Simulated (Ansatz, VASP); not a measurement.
B: VASP beside Ansatz

```
B
1.0
     0.00000    1.42809    1.42809
     1.42809    0.00000    1.42809
     1.42809    1.42809    0.00000
B
1
Direct
  0.00000 0.00000 0.00000
```

Alike in both runs: functional PBEsol; k mesh 32 × 32 × 32; occupations gaussian, width 0.1 eV; no spin polarisation.

Ansatz relaxed the structure, and its values are those at the end. VASP's run is a single point on that final structure, the one shown.

```csv
,VASP,Ansatz
version,VASP 6.6.1,Ansatz 0.2.0
potentials or method,"VASP PAW PBE potentials, release 64 (B)","scalar-relativistic, plane waves, PAW"
plane-wave cutoff (eV),520,420
valence electrons in the cell,3,3
```

Ansatz gave:

| Quantity | Value |
| --- | --- |
| gap on the k mesh at the Fermi level (eV) | none |
| pressure (GPa) | 0.0 |

**Question.** Estimate VASP's values.

**Answer.** gap on the k mesh at the Fermi level (eV): none; pressure (GPa): 0.4.

A gap of «none» marks a metal or a gap that the smearing closes.

Caveats: the PAW data sets were made with another functional, which shifts forces and pressure a little (VASP).
